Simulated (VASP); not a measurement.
## InSb (zincblende): a PBE single-point calculation in VASP

INCAR

```
NBANDS = 16
EDIFF = 1E-7
NSW = 0
LASPH = .TRUE.
SIGMA = 0.02
ISMEAR = -1
NELM = 120
ISIF = 2
PREC = Accurate
LWAVE = .FALSE.
IBRION = -1
GGA = PE
ENCUT = 520
LREAL = .FALSE.
LCHARG = .FALSE.
```

KPOINTS

```
KPOINTS created by Atomic Simulation Environment
0
Gamma
6 6 6
0 0 0
```

KPOINTS_OPT

```
special points
6
Reciprocal
0.0000000000 0.0000000000 0.0000000000 1
-0.5000000000 -0.5000000000 0.0000000000 1
-0.3750000000 -0.3750000000 0.2500000000 1
-0.3750000000 0.0000000000 0.3750000000 1
0.0000000000 0.0000000000 0.5000000000 1
-0.5000000000 -0.2500000000 0.2500000000 1
```

POSCAR

```
In Sb
 1.0000000000000000
     0.0000000000000000    3.2795130175333780    3.2795130175333780
     3.2795130175333780    0.0000000000000000    3.2795130175333780
     3.2795130175333780    3.2795130175333780    0.0000000000000000
 In  Sb
   1   1
Cartesian
  0.0000000000000000  0.0000000000000000 -0.0000000000000000
  1.6397565087666894  1.6397565087666894  1.6397565087666894
```

VASP ran with the recommended PBE PAW datasets (18 valence electrons in the cell).

Command

```
mpirun -np 1 vasp_std
```

From OUTCAR

```
k-points           NKPTS =     16   k-points in BZ     NKDIM =     16   number of bands    NBANDS=     16

   NELECT =      18.0000    total number of electrons

   dimension x,y,z NGX =    36 NGY =   36 NGZ =   36
   dimension x,y,z NGXF=    72 NGYF=   72 NGZF=   72

  energy-cutoff  :      520.00
  volume of cell :       70.54
      direct lattice vectors                 reciprocal lattice vectors
     0.000000000  3.279513018  3.279513018    -0.152461660  0.152461660  0.152461660
     3.279513018  0.000000000  3.279513018     0.152461660 -0.152461660  0.152461660
     3.279513018  3.279513018  0.000000000     0.152461660  0.152461660 -0.152461660

 k-points in reciprocal lattice and weights: KPOINTS created by Atomic Simulation Env
   0.00000000  0.00000000  0.00000000       0.005
   0.16666667  0.00000000  0.00000000       0.037
   0.33333333  0.00000000  0.00000000       0.037
   0.50000000  0.00000000  0.00000000       0.019
   0.16666667  0.16666667  0.00000000       0.028
   0.33333333  0.16666667  0.00000000       0.111
   0.50000000  0.16666667  0.00000000       0.111
  -0.33333333  0.16666667  0.00000000       0.111
   ...

 E-fermi :   4.7445

 k-point     1 :       0.0000    0.0000    0.0000
  band No.  band energies     occupation
      1      -9.8067      2.00000
      2      -9.8067      2.00000
      3      -9.8067      2.00000
      4      -9.7318      2.00000
      5      -9.7318      2.00000
      6      -5.7584      2.00000
      7       4.3300      2.00000
      8       4.7307      1.33334
      9       4.7307      1.33334
     10       4.7307      1.33333
     11       7.6902      0.00000
     12       7.6902      0.00000
     13       7.6902      0.00000
     14      10.4276      0.00000
     15      12.9327      0.00000
     16      12.9327      0.00000

 k-point     2 :       0.1667    0.0000    0.0000
  band No.  band energies     occupation
      1      -9.8169      2.00000
      2      -9.8020      2.00000
      3      -9.8020      2.00000
      4      -9.7320      2.00000
      5      -9.7320      2.00000
      6      -5.5231      2.00000
      7       2.2665      2.00000
      8       4.4159      2.00000
      9       4.4159      2.00000
     10       5.6124      0.00000
     11       8.1235      0.00000
     12       8.1235      0.00000
     13       8.3791      0.00000
     14      11.5117      0.00000
     15      12.0215      0.00000
     16      12.0215      0.00000

 k-point     3 :       0.3333    0.0000    0.0000
  band No.  band energies     occupation
      1      -9.8370      2.00000
      2      -9.7938      2.00000
      3      -9.7938      2.00000
      4      -9.7313      2.00000
      5      -9.7313      2.00000
      6      -4.9184      2.00000
      7       0.2208      2.00000
      8       3.9596      2.00000
      9       3.9596      2.00000
     10       5.3592      0.00000
     11       8.5257      0.00000
     12       8.5257      0.00000
     13      10.4143      0.00000
     14      11.4376      0.00000
     15      12.4124      0.00000
     16      12.4124      0.00000

 k-point     4 :       0.5000    0.0000    0.0000
  band No.  band energies     occupation
      1      -9.8470      2.00000
      2      -9.7903      2.00000
      3      -9.7903      2.00000
      4      -9.7302      2.00000
      5      -9.7302      2.00000
      6      -4.4825      2.00000
      7      -0.7226      2.00000
      8       3.7782      2.00000
      9       3.7782      2.00000
     10       5.2033      0.00000
     11       8.5324      0.00000
     12       8.5324      0.00000
     13      10.8421      0.00000
     14      12.8047      0.00000
     15      13.8165      0.00000
     16      13.8165      0.00000

 k-point     5 :       0.1667    0.1667    0.0000
  band No.  band energies     occupation
      1      -9.8254      2.00000
      2      -9.7974      2.00000
      3      -9.7974      2.00000
      4      -9.7352      2.00000
      5      -9.7298      2.00000
      6      -5.4430      2.00000
      7       2.1760      2.00000
      8       3.9220      2.00000
      9       3.9220      2.00000
     10       6.4881      0.00000
     11       7.0825      0.00000
     12       8.9036      0.00000
     13       8.9036      0.00000
     14      10.8203      0.00000
     15      12.0447      0.00000
     16      13.2097      0.00000

 k-point     6 :       0.3333    0.1667    0.0000
  band No.  band energies     occupation
      1      -9.8422      2.00000
      2      -9.7901      2.00000
      3      -9.7885      2.00000
      4      -9.7372      2.00000
      5      -9.7284      2.00000
      6      -4.9482      2.00000
      7       0.6290      2.00000
      8       3.2282      2.00000
      9       3.4684      2.00000
     10       6.5725      0.00000
     11       7.5941      0.00000
     12       9.3486      0.00000
     13       9.5626      0.00000
     14      11.6922      0.00000
     15      12.9964      0.00000
     16      13.3323      0.00000

 k-point     7 :       0.5000    0.1667    0.0000
  band No.  band energies     occupation
      1      -9.8522      2.00000
      2      -9.7868      2.00000
      3      -9.7844      2.00000
      4      -9.7348      2.00000
      5      -9.7291      2.00000
      6      -4.3766      2.00000
      7      -0.6000      2.00000
      8       2.6159      2.00000
      9       3.3984      2.00000
     10       6.4012      0.00000
     11       8.2956      0.00000
     12       9.3838      0.00000
     13      10.3404      0.00000
     14      12.4794      0.00000
     15      13.6103      0.00000
     16      13.9058      0.00000

 k-point     8 :      -0.3333    0.1667    0.0000
  band No.  band energies     occupation
      1      -9.8475      2.00000
      2      -9.7879      2.00000
      3      -9.7878      2.00000
      4      -9.7325      2.00000
      5      -9.7315      2.00000
      6      -4.5371      2.00000
      7      -0.2933      2.00000
      8       2.4848      2.00000
      9       3.7399      2.00000
     10       6.4344      0.00000
     11       8.5719      0.00000
     12       8.9841      0.00000
     13      10.3470      0.00000
     14      11.9947      0.00000
     15      12.5049      0.00000
     16      13.7839      0.00000

 k-point     9 :      -0.1667    0.1667    0.0000
  band No.  band energies     occupation
      1      -9.8315      2.00000
      2      -9.7968      2.00000
      3      -9.7934      2.00000
      4      -9.7340      2.00000
      5      -9.7306      2.00000
      6      -5.1565      2.00000
      7       1.1173      2.00000
      8       3.0916      2.00000
      9       4.2808      2.00000
     10       6.3982      0.00000
     11       8.3238      0.00000
     12       8.3501      0.00000
     13       9.2308      0.00000
     14      11.2930      0.00000
     15      12.4606      0.00000
     16      12.8390      0.00000

 k-point    10 :       0.3333    0.3333    0.0000
  band No.  band energies     occupation
      1      -9.8599      2.00000
      2      -9.7782      2.00000
      3      -9.7782      2.00000
      4      -9.7436      2.00000
      5      -9.7257      2.00000
      6      -4.6019      2.00000
      7       0.0817      2.00000
      8       2.9492      2.00000
      9       2.9492      2.00000
     10       6.0624      0.00000
     11       6.8610      0.00000
     12      11.0401      0.00000
     13      11.0401      0.00000
     14      11.4864      0.00000
     15      14.0148      0.00000
     16      14.7701      0.00000

 k-point    11 :       0.5000    0.3333    0.0000
  band No.  band energies     occupation
      1      -9.8673      2.00000
      2      -9.7755      2.00000
      3      -9.7734      2.00000
      4      -9.7437      2.00000
      5      -9.7259      2.00000
      6      -4.1031      2.00000
      7      -0.7294      2.00000
      8       2.1888      2.00000
      9       2.8215      2.00000
     10       6.2961      0.00000
     11       7.3929      0.00000
     12      10.7046      0.00000
     13      11.2695      0.00000
     14      13.1188      0.00000
     15      14.2623      0.00000
     16      14.7551      0.00000

 k-point    12 :      -0.3333    0.3333    0.0000
  band No.  band energies     occupation
      1      -9.8602      2.00000
      2      -9.7812      2.00000
      3      -9.7776      2.00000
      4      -9.7376      2.00000
      5      -9.7300      2.00000
      6      -4.0674      2.00000
      7      -0.7646      2.00000
      8       1.6937      2.00000
      9       3.1509      2.00000
     10       6.5207      0.00000
     11       9.2415      0.00000
     12      10.3645      0.00000
     13      10.5228      0.00000
     14      11.0453      0.00000
     15      12.4673      0.00000
     16      15.6162      0.00000

 ...

  Total        0.6293024      0.6293024      0.6293024      0.0000000     -0.0000000      0.0000000
  in kB       14.2926225     14.2926225     14.2926225      0.0000000     -0.0000000      0.0000000
  external PRESSURE =      14.2926225 kB  Pullay stress =       0.0000000 kB

 POSITION                                       TOTAL-FORCE (eV/Angst)
 -----------------------------------------------------------------------------------
      0.00000      0.00000      0.00000        -0.000000      0.000000     -0.000000
      1.63976      1.63976      1.63976         0.000000     -0.000000      0.000000
 -----------------------------------------------------------------------------------
    total drift:                               -0.000000     -0.000000     -0.000000

  FREE ENERGIE OF THE ION-ELECTRON SYSTEM (eV)
  ---------------------------------------------------
  free  energy   TOTEN  =        -6.9211142106 eV

  energy  without entropy=       -6.9207605879  energy(sigma->0) =       -6.92093740
```

- gap between bands v and c: 0.00 eV
- least direct gap: 0.00 eV
- pressure: 1.4 GPa

Band v is the last that the valence electrons fill when counted band by band, and c is the next.

The run took about 28 s on one core of a shared host (Intel Xeon Platinum 8488C) and held 0.22 GiB at most.
